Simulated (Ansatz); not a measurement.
## Notes on WSe2

```
CELL_PARAMETERS angstrom
3.31979 0.00000 0.00000
-1.65990 2.87502 0.00000
0.00000 -1.91668 6.47909
ATOMIC_POSITIONS crystal
W 0.00000 0.00000 0.00000
Se 0.24970 0.49940 0.74910
Se 0.41900 0.83800 0.25700
```

Single point in Ansatz 0.2.0 with r2SCAN, no spin polarisation. Cutoff 500 eV, PAW datasets, 9×9×9 Γ-centred k mesh, fermi-dirac filling (width 0.0472 eV).

- Formation energy: -0.60 eV an atom against the elements' usual phases (free molecules for gases, crystals otherwise, with no correction for O₂ or N₂), so it is bound against them; other compounds may still compete. Relaxing would lower it.
- Contacts: W–Se at 2.51 Å: least valence density 0.58 e/Å³ and ELF 0.44 there. These are pseudo-fields; inside the PAW spheres they differ from the all-electron ones.
- Forces: The largest is on W1: 0.58 eV/Å, components (0.00, 0.00, 0.58). It makes 130° with the line to a nearest neighbour, Se2 at 2.51 Å.
- Electronic structure: The gap is 1.12 eV, indirect (the least direct gap found is 1.60 eV).

Origin: a known structure type with other elements, at an estimated volume, so it need not be a known compound. Caveats: no spin-orbit coupling, which can shift this gap by tenths of an eV.
